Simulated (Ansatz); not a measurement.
Runs of Ansatz 0.2.0 on TiB2. Symmetry: P6/mmm, No. 191, hexagonal system. Conventional cell: a = 3.029 Å, b = 3.029 Å, c = 3.228 Å, α = 90.00°, β = 90.00°, γ = 120.00°. Ti (site symmetry 6/mmm) is surrounded by 12 B at 2.38 Å. B (site symmetry -6m2) has 3 B at 1.75 Å as nearest neighbours. 

```csv
level,cutoff (eV),gap on the mesh (eV),pressure (GPa)
RPBE,420,none,5.1
LDA,420,none,-11.0
r2SCAN0,500,none,-5.6
revPBE,420,none,3.9
PBE0,420,none,(a)
PBEsol,420,none,-4.9
HSE06,420,none,(c)
BLYP,420,none,(b)
```

Alike in all rows: task projected density of states; potentials or basis Ansatz PAW; no spin polarisation; cell as given; k mesh 6 × 6 × 5; smearing fermi-dirac 0.05 eV; the mesh is coarse, so values aren't converged.

Task: Fill in the values left out.

Result: (a) -5.0; (b) 6.8; (c) -4.5.

Caveats: all runs use coarse meshes; the PAW data sets come from PBE, with cores solved anew for the run's functional, which leaves a small shift of forces and pressure; the density of states is complete only up to the lowest level of the last band computed; the thresholds are loose for stress (some runs).

A gap of «none» marks a metal or a gap under the smearing width.

Runs at the PBE level aren't shown here.
